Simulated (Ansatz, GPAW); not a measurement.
This is a calculation of Mo for Ansatz 0.2.0. 

Contents of input.yaml:

```yaml
crystal:
  lattice:
    - [-1.5838089719, 1.5838089719, 1.5838089719]
    - [1.5838089719, -1.5838089719, 1.5838089719]
    - [1.5838089719, 1.5838089719, -1.5838089719]
  atoms:
    - { symbol: Mo, position: [0.0, 0.0, 0.0] }
kpoints:
  mp_grid: { grid: [12, 12, 12] }
scf:
  occupations: { method: gaussian, width: 0.018 }
hamiltonian:
  xc: pbe
  pseudopotentials: { kind: all_electron, lapw: { basis_error: 0.001 } }
output:
  forces: true
  stress: true
  eigenvalues: true
```

Potentials or basis: all-electron LAPW, scalar-relativistic.

Launch:

```console
$ ansatz run input.yaml --threads 1 --pin off --max-ram 3072MiB --backend cpu --events-out ev --progress --plain --runs-dir out
```

Question: Translate it to GPAW 26.7.0 (ASE script). Potentials or basis there: GPAW PAW data sets (gpaw-data 1.2.1), cutoff 600 eV.

Answer: As run (cutoffs and basis follow the program's own potentials, and thresholds, step limits or extra output files can differ):

The input run.py:

```python
from ase import Atoms
from ase.dft.bandgap import bandgap
from ase.io import write
from ase.units import GPa
from gpaw import GPAW, PW

atoms = Atoms(['Mo'],
              cell=[[-1.5838089719, 1.5838089719, 1.5838089719],
                    [1.5838089719, -1.5838089719, 1.5838089719],
                    [1.5838089719, 1.5838089719, -1.5838089719]],
              scaled_positions=[[0.0, 0.0, 0.0]],
              pbc=True)

calc = GPAW(mode=PW(600),
            xc='PBE',
            kpts={'size': (12, 12, 12), 'gamma': True},
            occupations={'name': 'methfessel-paxton', 'order': 0, 'width': 0.018000000000000002},
            nbands=16,
            convergence={'density': 1e-05, 'energy': 1e-05},
            maxiter=150,
            txt='gpaw.txt')
atoms.calc = calc
energy = atoms.get_potential_energy()
forces = atoms.get_forces()
stress = atoms.get_stress()
calc.write('gs.gpw')
write('result.traj', atoms)
print(f'Energy: {energy:.6f} eV')
print('Forces (eV/A):')
print(forces.round(4))
print('Stress (GPa):', (stress / GPa).round(3))
print('Fermi level:', round(calc.get_fermi_level(), 4), 'eV')
print(f'Gap: {bandgap(calc)[0]:.4f} eV, direct: {bandgap(calc, direct=True)[0]:.4f} eV')
```

Potentials or basis: GPAW PAW data sets (gpaw-data 1.2.1), pw.

Run with:

```bash
$ OMP_NUM_THREADS=1 python run.py
```

Both were run:

|  | Ansatz | GPAW |
| --- | --- | --- |
| Pressure | -1.9 GPa | -2.3 GPa |

Where Ansatz's input types no cutoff or centring, it takes its own default and a Γ-centred mesh.

Pressure is positive in compression.
